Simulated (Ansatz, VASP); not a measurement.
**One calculation of S, two programs**

INCAR

```
ALGO = Normal
EDIFF = 1E-6
ENCUT = 520
GGA = PE
ISIF = 2
ISMEAR = -1
LASPH = T
LCHARG = F
LREAL = F
LWAVE = F
NBANDS = 9
NELM = 80
PREC = Accurate
SIGMA = 0.1
```

KPOINTS

```
k-points
0
Gamma
  14 14 14
```

File POSCAR:

```
S
1.0
    2.0492619152      0.0000000000      0.0000000000
    0.0000000000      2.0492619152      0.0000000000
    0.0000000000      0.0000000000      2.0492619152
S
1
Direct
    0.0000000000      0.0000000000      0.0000000000
```

Input for Ansatz:

```yaml
crystal:
  lattice:
    - [2.0492619152, 0.0, 0.0]
    - [0.0, 2.0492619152, 0.0]
    - [0.0, 0.0, 2.0492619152]
  atoms:
    - { symbol: S, position: [0.0, 0.0, 0.0] }
kpoints:
  mp_grid: { grid: [14, 14, 14] }
scf:
  occupations: { method: fermi_dirac, width: 0.1 }
hamiltonian:
  xc: pbe
  pseudopotentials: { kind: all_electron, lapw: { basis_error: 0.001 } }
output:
  forces: true
  stress: true
  eigenvalues: true
  populations: true
```

Change from the starting cell: volume scaled by 0.5, LAPW.

Alike in both runs: task single point; functional PBE; k mesh 14 × 14 × 14; occupations fermi-dirac, width 0.1 eV; no spin polarisation.

|  | VASP | Ansatz |
| --- | --- | --- |
| version | VASP 6.6.1 | Ansatz 0.2.0 |
| potentials or method | VASP PAW PBE potentials, release 64 (S) | all-electron LAPW, scalar-relativistic |
| plane-wave cutoff (eV) | 520 | see its input |

|  | VASP | Ansatz | Ansatz less VASP |
| --- | --- | --- | --- |
| pressure (GPa) | 155.2 | 157.6 | +2.38 |

Ansatz ran all-electron here, so the differences hold the error of VASP's frozen core and of both bases.

Caveats: the cell as given lies far from equilibrium; so large a pressure means that the cell lies far from this level's equilibrium, or that cutoff or potentials fall short (VASP).
